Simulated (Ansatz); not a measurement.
# Ta (P6_3/mmc) in Ansatz: a series of runs, part 2 of 2

Ansatz 0.2.0.

### 5 Relaxation of cell and atoms, RPBE

Contents of input.yaml:

```yaml
crystal:
  lattice:
    - [2.9003720726, 0.0, 0.0]
    - [-1.4501860363, 2.5117958953, 0.0]
    - [0.0, 0.0, 5.166274]
  atoms:
    - { symbol: Ta, position: [0.3333333333, 0.6666666667, 0.25] }
    - { symbol: Ta, position: [0.6666666667, 0.3333333333, 0.75] }
kpoints:
  mp_grid: { grid: [11, 11, 5] }
scf:
  occupations: { method: fermi_dirac, width: 0.05 }
hamiltonian:
  xc: rpbe
  pseudopotentials: { kind: all_electron, lapw: { basis_error: 0.001 } }
output:
  forces: true
  stress: true
relax:
  f_tol: 0.01
  max_steps: 60
  cell: {}
```

Potentials or basis: all-electron LAPW, scalar-relativistic.

Command:

```bash
$ ansatz run input.yaml --threads 1 --pin off --max-ram 3072MiB --backend cpu --events-out ev --progress --plain --runs-dir out
```

Output:

```text
Warning: RAYON_NUM_THREADS=1 ignored (pool sized by the plan → 1); use --threads N
The last accepted step is kept in <dir> (removed where the run ends without a failure and the disk answers)
LAPW: plane waves up to 8.473 Å⁻¹, error target 1.0e-3 eV per atom; small_component_spin mean_spin; Ta in spheres of 1.407 Å, 43 of its electrons in bands, Dirac shells [] (how accurate: hamiltonian.pseudopotentials.lapw.basis_error, Limitations)
Engine: ansatz 0.2.0, aarch64-unknown-linux-gnu
Pseudopotentials: kind: all_electron
Pseudopotential: Ta, LAPW, valence charge 43, lapw/all_electron/scalar/gaussian/Ta, Koelling and Harmon's equation, gaussian nucleus
Functional definition: RPBE
  parameter kappa = 0.804
  parameter beta = 0.06672455060314922
  exchange = rpbe_x(kappa = kappa, mu = beta*pi^2/3)
  correlation = pbe_c(beta = beta)
Crystal: 2 atoms, lattice volume = 37.637 Å³
Basis set: ecut = 273.52010275771283 eV, 373 PW (Γ), exchange–correlation at level 2
Bands: 52, of which v1, the nominal top of the filled ones, is band 43 counted from 1 (42 counted from 0)
Symmetry: 24 space group operations
Space group: P63/mmc (ITA 194), of the structure as read, at distance tolerance 3.4e-5 Å
k-points: 48 of 605
Non-local potential: Ta, projectors of the file, none
Initial density: superposition of atomic densities (chi_scale 0.1, normalization cell)
Initial wavefunctions: plane waves of lowest kinetic energy (no species holds an atomic orbital)
Functional: x = rpbe, c = pbe(β = 0.06672455060314922)
iter 1 solved again at ethr=3.05e-4 eV; its pass at ethr=1.00e-1 eV (dr2=2.63e-1 eV) is discarded
SCF iter   1: F=—  HF=-849163.072090 eV  |F-HF|=—  |Δ(HF+E_count)|=         —  Δρ=3.10e-2  dr2=2.63e-1  ethr=3.05e-4  ⟨swp⟩=2.8  Hψ=15025  notcnv=0
preconditioner: auto → Kerker (q_TF=auto, 3.131 Å⁻¹)  [metal: Δε(μ)=0.019 eV  Ē_g=24.265 eV  σ=0.050 eV  W_gap=0.10  n_scr=22 (ndim 8)  ℏωp=42.8 eV  f_vac=0.000  D(μ)=2.36/eV (n_scr^D=22)]
SCF iter   2: F=—  HF=-849162.835296 eV  |F-HF|=—  |Δ(HF+E_count)|=   2.37e-1  Δρ=1.80e-2  dr2=1.04e-1  ethr=3.05e-4  ⟨swp⟩=2.0  Hψ=7824  notcnv=0
SCF iter   3: F=—  HF=-849162.810289 eV  |F-HF|=—  |Δ(HF+E_count)|=   2.50e-2  Δρ=1.20e-2  dr2=5.05e-2  ethr=1.21e-4  ⟨swp⟩=2.0  Hψ=7413  notcnv=0
SCF iter   4: F=—  HF=-849162.797093 eV  |F-HF|=—  |Δ(HF+E_count)|=         —  Δρ=6.37e-3  dr2=1.60e-2  ethr=5.87e-5  ⟨swp⟩=2.0  Hψ=7133  notcnv=0
the basis was enlarged: its passes take 528.5 KiB over the memory plan, 1 of 1 planned eigensolver slots
iter 5 solved again at ethr=9.74e-7 eV; its pass at ethr=1.86e-5 eV (dr2=8.37e-4 eV) is discarded
SCF iter   5: F=—  HF=-849162.797972 eV  |F-HF|=—  |Δ(HF+E_count)|=   8.79e-4  Δρ=1.43e-3  dr2=8.36e-4  ethr=9.74e-7  ⟨swp⟩=2.0  Hψ=12534  notcnv=0
SCF iter   6: F=—  HF=-849162.798109 eV  |F-HF|=—  |Δ(HF+E_count)|=   1.37e-4  Δρ=4.30e-4  dr2=6.78e-5  ethr=9.72e-7  ⟨swp⟩=2.0  Hψ=7418  notcnv=0
SCF iter   7: F=—  HF=-849162.798106 eV  |F-HF|=—  |Δ(HF+E_count)|=   3.44e-6  Δρ=1.03e-4  dr2=5.31e-6  ethr=7.88e-8  ⟨swp⟩=2.0  Hψ=7418  notcnv=0
SCF iter   8: F=—  HF=-849162.798105 eV  |F-HF|=—  |Δ(HF+E_count)|=   9.10e-7  Δρ=3.05e-5  dr2=3.76e-7  ethr=6.17e-9  ⟨swp⟩=2.0  Hψ=7418  notcnv=0
SCF iter   9: F=-849162.798105 eV  HF=-849162.798105 eV  |F-HF|=2.68e-9  |Δ(HF+E_count)|=   5.81e-8  Δρ=6.80e-6  dr2=1.31e-8  ethr=4.37e-10  ⟨swp⟩=2.2  Hψ=7431  notcnv=0
SCF 1 converged in 9 iterations: F = -849162.798105 eV  dr2 = 1.31e-8
relax step   1: F+E_penalty+E_count = -849162.79810496 eV  Δ(F+E_penalty+E_count) = +0.000e0 eV  max|allowed force component| = 6.939e-17 eV/Å  Δτ_max = 0.0000 Å  P = +2.277 GPa  Ω = 37.637 Å³  (9 SCF iters, accepted)
Crystal: 2 atoms, lattice volume = 39.608 Å³
Basis set: ecut = 264.367467649223 eV, 373 PW (Γ), exchange–correlation at level 2
Initial density: handed on by an earlier stage of this run
Initial wavefunctions: those handed on with the density
[... 15 lines left out ...]
SCF iter   1: F=—  HF=-849162.802264 eV  |F-HF|=—  |Δ(HF+E_count)|=         —  Δρ=1.56e-3  dr2=1.07e-3  ethr=1.20e-6  ⟨swp⟩=4.1  Hψ=13370  notcnv=0
preconditioner: auto → Kerker (q_TF=auto, 3.124 Å⁻¹)  [metal: Δε(μ)=0.031 eV  Ē_g=24.887 eV  σ=0.050 eV  W_gap=0.15  n_scr=22 (ndim 8)  ℏωp=42.5 eV  f_vac=0.000  D(μ)=2.36/eV (n_scr^D=22)]
SCF iter   2: F=—  HF=-849162.801684 eV  |F-HF|=—  |Δ(HF+E_count)|=   5.80e-4  Δρ=9.57e-4  dr2=4.45e-4  ethr=1.20e-6  ⟨swp⟩=2.0  Hψ=7420  notcnv=0
SCF iter   3: F=—  HF=-849162.801522 eV  |F-HF|=—  |Δ(HF+E_count)|=   1.62e-4  Δρ=3.83e-4  dr2=7.76e-5  ethr=5.17e-7  ⟨swp⟩=2.0  Hψ=7420  notcnv=0
SCF iter   4: F=—  HF=-849162.801523 eV  |F-HF|=—  |Δ(HF+E_count)|=   1.46e-6  Δρ=1.23e-4  dr2=8.14e-6  ethr=9.02e-8  ⟨swp⟩=2.0  Hψ=7420  notcnv=0
SCF iter   5: F=—  HF=-849162.801503 eV  |F-HF|=—  |Δ(HF+E_count)|=   1.99e-5  Δρ=4.76e-5  dr2=9.26e-7  ethr=9.46e-9  ⟨swp⟩=2.0  Hψ=7420  notcnv=0
iter 6 solved again at ethr=8.81e-11 eV; its pass at ethr=1.08e-9 eV (dr2=7.57e-8 eV) is discarded
SCF iter   6: F=-849162.801503 eV  HF=-849162.801503 eV  |F-HF|=1.01e-8  |Δ(HF+E_count)|=   3.10e-7  Δρ=1.64e-5  dr2=7.57e-8  ethr=8.81e-11  ⟨swp⟩=2.0  Hψ=12536  notcnv=0
SCF 3 converged in 6 iterations: F = -849162.801503 eV  dr2 = 7.57e-8
relax step   3: F+E_penalty+E_count = -849162.80150302 eV  Δ(F+E_penalty+E_count) = -3.398e-3 eV  max|allowed force component| = 9.714e-17 eV/Å  Δτ_max = 0.0000 Å  P = -0.132 GPa  Ω = 38.137 Å³  (6 SCF iters, accepted)
Crystal: 2 atoms, lattice volume = 38.108 Å³
Basis set: ecut = 271.2600360205786 eV, 373 PW (Γ), exchange–correlation at level 2
iter 1 solved again at ethr=8.22e-10 eV; its pass at ethr=1.00e-1 eV (dr2=7.07e-7 eV) is discarded
SCF iter   1: F=—  HF=-849162.801518 eV  |F-HF|=—  |Δ(HF+E_count)|=         —  Δρ=5.17e-5  dr2=1.40e-6  ethr=8.22e-10  ⟨swp⟩=4.9  Hψ=13377  notcnv=0
preconditioner: auto → Kerker (q_TF=auto, 3.125 Å⁻¹)  [metal: Δε(μ)=0.020 eV  Ē_g=24.880 eV  σ=0.050 eV  W_gap=0.10  n_scr=22 (ndim 8)  ℏωp=42.5 eV  f_vac=0.000  D(μ)=2.37/eV (n_scr^D=22)]
SCF iter   2: F=—  HF=-849162.801518 eV  |F-HF|=—  |Δ(HF+E_count)|=   4.29e-7  Δρ=3.33e-5  dr2=6.06e-7  ethr=8.22e-10  ⟨swp⟩=2.0  Hψ=7420  notcnv=0
SCF iter   3: F=-849162.801517 eV  HF=-849162.801518 eV  |F-HF|=8.61e-8  |Δ(HF+E_count)|=   1.97e-7  Δρ=1.26e-5  dr2=8.84e-8  ethr=7.05e-10  ⟨swp⟩=2.0  Hψ=7420  notcnv=0
SCF 4 converged in 3 iterations: F = -849162.801517 eV  dr2 = 8.84e-8
relax step   4: F+E_penalty+E_count = -849162.80151744 eV  Δ(F+E_penalty+E_count) = -1.442e-5 eV  max|allowed force component| = 1.342e-16 eV/Å  Δτ_max = 0.0000 Å  P = +0.001 GPa  Ω = 38.108 Å³  (3 SCF iters, accepted)
iter 1 solved again at ethr=1.12e-10 eV; its pass at ethr=1.00e-1 eV (dr2=9.65e-8 eV) is discarded
SCF iter   1: F=—  HF=-849162.801517 eV  |F-HF|=—  |Δ(HF+E_count)|=         —  Δρ=1.24e-5  dr2=8.31e-8  ethr=1.12e-10  ⟨swp⟩=5.9  Hψ=15970  notcnv=0  reapply=2
SCF iter   2: F=-849162.801517 eV  HF=-849162.801517 eV  |F-HF|=3.10e-8  |Δ(HF+E_count)|=   5.58e-8  Δρ=8.94e-6  dr2=4.46e-8  ethr=9.66e-11  ⟨swp⟩=2.0  Hψ=7420  notcnv=0
SCF 5 converged in 2 iterations: F = -849162.801517 eV  dr2 = 4.46e-8
relax step   5: F+E_penalty+E_count = -849162.80151746 eV  Δ(F+E_penalty+E_count) = -1.991e-8 eV  max|allowed force component| = 1.573e-16 eV/Å  Δτ_max = 0.0000 Å  P = +0.000 GPa  Ω = 38.108 Å³  stress off target by 1.44e-2 GPa  SCF on the basis re-selected at this cell (its energy is not comparable with the rows above)  (2 SCF iters)
basis re-selected at this cell: Δ(F+E_penalty+E_count) = -1.991e-8 eV, ΔP = -0.000 GPa vs the last step (what re-selecting the basis moved, after the strain that the cell walked since its last selection, with what the two solves' SCF thresholds leave and, on support functions, any second-order correction that the steps lacked; it is no measure of the basis error at this ecutwfc). This SCF's stress stands 1.44e-2 GPa from its target on what of the cell is left free (relax.cell.stress_tol is 5.00e-2 GPa) and its largest allowed force component is 1.57e-16 eV/Å (relax.f_tol is 1.00e-2 eV/Å): within both
SCF converged after 2 iterations
Free energy (F): -849162.801517 eV
Harris-Foulkes:  -849162.801517 eV  (|F-HF|=3.10e-8)
Internal energy: -849162.781963 eV  (E = F + TS)
E sigma→0 (E₀):  -849162.791740 eV
Entropy (-TS):   -0.019554 eV (-9.777 meV/atom)
Fermi energy:    23.844487 eV
--- Per-component energies (eV) ---
  E_band       = -8268.834822
  E_kinetic    = 947911.200925
  E_xc         = -17271.263406
  E_electrostatic = -1779802.719483  (all electrons and nuclei)
  E_smearing   = -0.019554  (= −TS)
  E_closure    = 0.000000  (closes the sum)
  E_atoms      = -849144.806937  (free atoms, spherical and without spin; not in F)
  Σ components = -849162.801517   (vs F -849162.801517, Δ=0.00e0)
  Basis errors (estimates in eV, not in F): energy 2.8e-4 per atom: plane waves 2.3e-4 (1.2e-4 summed), levels above the bands 8.8e-89, relativity 1.3e-7, radial functions 4.6e-5, core shells 1.9e-8; eigenvalues (radial functions only) 6.8e-7; not estimated: angular momenta, meshes, grids; target (lapw.basis_error) 1.0e-3; muffin-tin radii Ta 1.413 Å
--- Forces (eV/Å), atoms counted from 1 ---
  atom   1  Ta    -0.00000000    -0.00000000     0.00000000
  atom   2  Ta     0.00000000     0.00000000    -0.00000000
  max |Σ_I F_I| component: 0.00e0 eV/Å
--- Stress (GPa, compression-positive) ---
        0.007822       0.000000      -0.000000
        0.000000       0.007822       0.000000
       -0.000000       0.000000      -0.014446
  P = ⅓ Tr σ = 0.0004 GPa (0.004 kbar)
--- Relaxed structure (4 steps of the walk, 3 accepted, 1 SCFs on fresh bases) ---
  F+E_penalty+E_count = -849162.80151746 eV   max|allowed force component| = 1.573e-16 eV/Å   (the final SCF, on the basis selected at the relaxed cell)
  cell:  # Å, volume = 38.1084 Å³
    - [2.9096911069520934, 0.0, 0.0]
    - [-1.4548455534760467, 2.519866415786177, 0.0]
    - [0.0, 0.0, 5.197520914813253]
  atoms:
    - { symbol: Ta, position: [0.3333333333333333, 0.6666666666666666, 0.25] }
    - { symbol: Ta, position: [0.6666666666666666, 0.3333333333333333, 0.7500000000000001] }
```

Wall time 85 s (1 thread of Arm Neoverse V1, shared host); peak memory 0.39 GiB.

Results:

```yaml
Free_energy: -849162.8015 eV
Relaxed_volume: 19.05 Å³/atom
Relaxed_cell: a = 2.910 Å, b = 2.910 Å, c = 5.198 Å, α = 90.00°, β = 90.00°, γ = 120.00°
Space_group_after_relaxing_to_0.05_Å: P6_3/mmc (No. 194)
Energy_gained_by_relaxing: 1.7 meV/atom
Ionic_steps: 4
Pressure_after_relaxing: 0.0 GPa
```

The path:
```csv
step,energy change (eV),largest force (eV/Å),volume (Å³)
1,0.0000,0.0000,37.64
2,-0.0034,0.0000,38.14
3,-0.0034,0.0000,38.11
4,-0.0034,0.0000,38.11
```

Final structure:
```
Ta
1.0
     2.90969    0.00000    0.00000
    -1.45485    2.51987    0.00000
     0.00000    0.00000    5.19752
Ta
2
Cartesian
  0.0000 1.6799 1.2994
  1.4548 0.8400 3.8981
```

Spin-orbit coupling is left out, which matters for the levels of Ta.

### 6 Overview

```csv
level,pressure (GPa),relaxed volume (Å³/atom)
LDA,0.0,17.67
PBE,0.0,18.73
PBEsol,0.0,18.10
RPBE,0.0,19.05
```

Alike in all rows: task relaxation of cell and atoms; potentials or basis all-electron LAPW, scalar-relativistic; no spin polarisation; cell relaxed; k mesh 11 × 11 × 5; smearing fermi-dirac 0.05 eV; basis error allowed 0.001 eV/atom.

Compare energies only between runs with the same functional and basis.
